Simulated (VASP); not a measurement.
A run of VASP 6.6.1 is set up as follows.

File INCAR:

```
SYSTEM = Cs2SnI6
PREC     = Accurate       ! precision mode
ENCUT    = 600            ! plane-wave cutoff, eV
EDIFF    = 1E-7           ! SCF threshold, eV
ISMEAR   = -1             ! smearing method
SIGMA    = 0.02           ! smearing width, eV
LREAL    = .FALSE.        ! projectors in reciprocal space
LASPH    = .TRUE.         ! aspherical terms in the spheres
NELM     = 60             ! most SCF steps
ALGO     = Fast           ! electronic algorithm
ISIF     = 2              ! what is computed and relaxed
LWAVE    = .FALSE.        ! write WAVECAR
LCHARG   = .FALSE.        ! write CHGCAR
GGA      = PS             ! functional
LEFG     = .TRUE.
```

Contents of KPOINTS:

```
regular mesh
0
G
  4 4 4
  0 0 0
```

The input POSCAR:

```
Cs2SnI6
1.0
    0.0000000000      5.8138000000      5.8138000000
    5.8138000000      0.0000000000      5.8138000000
    5.8138000000      5.8138000000      0.0000000000
Cs Sn I
2 1 6
Direct
    0.2500000000      0.2500000000      0.2500000000
    0.7500000000      0.7500000000      0.7500000000
    0.0000000000      0.0000000000      0.0000000000
    0.7546400000      0.2453600000      0.2453600000
    0.2453600000      0.7546400000      0.2453600000
    0.2453600000      0.7546400000      0.7546400000
    0.7546400000      0.2453600000      0.7546400000
    0.2453600000      0.2453600000      0.7546400000
    0.7546400000      0.7546400000      0.2453600000
```

Potentials or basis: VASP PAW PBE potentials, release 64 (Cs_sv, Sn_d, I).

Run with:

```bash
$ cat potpaw_PBE.64/Cs_sv/POTCAR potpaw_PBE.64/Sn_d/POTCAR potpaw_PBE.64/I/POTCAR > POTCAR
$ mpirun -np 1 vasp_std > vasp.out
```

Problem. Estimate the band gap on the k mesh.

Solution. 0.09 eV, direct.

Problem. What does it give for the largest force?

Solution. 0.137 eV/Å.

Forces on the atoms (eV/Å):
```
Cs   0.000  0.000  0.000
Cs   0.000  0.000  0.000
Sn   0.000  0.000  0.000
I    0.137  0.000  0.000
I    0.000  0.137  0.000
I   -0.137  0.000  0.000
I    0.000 -0.137  0.000
I    0.000  0.000  0.137
I    0.000  0.000 -0.137
```

Caveat: the PAW data sets were made with another functional, which shifts forces and pressure a little; spin-orbit coupling is left out, which moves the levels of the heavy elements.

**Measured values to compare with.**

From “Changes in charge density vs changes in formal oxidation states: The case of Sn halide perovskites and their ordered vacancy analogues”, 2017, arxiv:1705.01565, for a powder of Cs2SnI6: band gap 1.3 eV (optical).

Against the measured gap of Cs2SnI6, 1.3 eV (optical; powder; “Changes in charge density vs changes in formal oxidation states: The case of Sn halide perovskites and their ordered vacancy analogues”, 2017, arxiv:1705.01565), the calculated 0.09 eV is off by -1.21 eV. So large a miss can be the level of theory's own, or it may mean another phase, state or a wrong row. Spin-orbit coupling on Cs, I, Sn is left out. The value is that of PBEsol, without temperature or zero-point motion. Semilocal functionals fall short of measured gaps as a rule.
